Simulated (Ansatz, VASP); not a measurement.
**TiC in VASP and in Ansatz**

INCAR

```
ALGO = Normal ; EDIFF = 1E-6
ENCUT = 520 ; GGA = PE
ISIF = 2 ; ISMEAR = 0
LASPH = True ; LCHARG = False
LREAL = False ; LWAVE = False
NBANDS = 15 ; NELM = 80
PREC = Accurate ; SIGMA = 0.015
```

Contents of KPOINTS:

```
k-points
0
Gamma
  11 11 11
```

POSCAR

```
TiC
1.0
    0.0000000000      2.1657188437      2.1657188437
    2.1657188437      0.0000000000      2.1657188437
    2.1657188437      2.1657188437      0.0000000000
Ti C
1 1
Direct
    0.0000000000      0.0000000000      0.0000000000
    0.5000000000      0.5000000000      0.5000000000
```

input.yaml

```yaml
crystal:
  lattice:
    - [0.0, 2.1657188437, 2.1657188437]
    - [2.1657188437, 0.0, 2.1657188437]
    - [2.1657188437, 2.1657188437, 0.0]
  atoms:
    - { symbol: Ti, position: [0.0, 0.0, 0.0] }
    - { symbol: C, position: [0.5, 0.5, 0.5] }
hamiltonian:
  xc: pbe
  pseudopotentials: { kind: paw }
kpoints:
  mp_grid: { grid: [11, 11, 11] }
scf:
  occupations: { method: gaussian, width: 0.015 }
output:
  forces: true
  stress: true
  eigenvalues: true
  write_density: true
  write_potential: true
  elf: true
  volumetric_format: npy
```

The cell is a database's computed one.

Alike in both runs: task single point; functional PBE; k mesh 11 × 11 × 11; occupations gaussian, width 0.015 eV; no spin polarisation.

|  | VASP | Ansatz |
| --- | --- | --- |
| version | VASP 6.6.1 | Ansatz 0.2.0 |
| potentials or method | VASP PAW PBE potentials, release 64 (Ti_sv, C) | Ansatz PAW |
| plane-wave cutoff (eV) | 520 | 420 |
| valence electrons in the cell | 16 | 16 |

VASP gave:

* gap on the k mesh at the Fermi level (eV): none
* pressure (GPa): 0.5

What did Ansatz give for the same quantities?

gap on the k mesh at the Fermi level (eV): none; pressure (GPa): 0.3.

A gap of «none» marks a metal or a gap that the smearing closes. The functional is the same, so the differences come from potentials, cutoffs and numerics.
